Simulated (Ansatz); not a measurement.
Take a crystal in which I has been replaced by Cl on all its sites, with the cell rescaled by a rough guess (in some cases also distorted within its space group) and nothing relaxed:

```xyz
4
Lattice="4.1677 0.0000 0.0000 0.0000 3.8499 0.0000 0.0000 0.0000 7.0316" Properties=species:S:1:pos:R:3 pbc="T T T"
Na    1.0419    1.9249    1.9339
Na    3.1258    1.9249    5.0977
Cl    1.0419    0.0000    5.2204
Cl    3.1258    0.0000    1.8111
```

Theory: DFT PBE, scalar-relativistic, plane waves, PAW (Ansatz 0.2.0).

Settings: cutoff 420 eV, Γ-centred mesh 6×6×4 on the computed 4-atom cell, Gaussian smearing of 0.02 eV; no spin polarisation.

Q: Will this cell want to expand or contract, and how hard?

A: The pressure is -1.6 GPa (positive in compression), so the cell would contract.

Q: Is it a metal on this mesh?

A: No: the gap is 3.82 eV, the least direct gap 3.96 eV.

Q: What is its energy against the elements in their standard states?

A: -1.697 eV/atom at this unrelaxed geometry, with the elements in the same functional.

This form isn't the usual stable structure of the compound.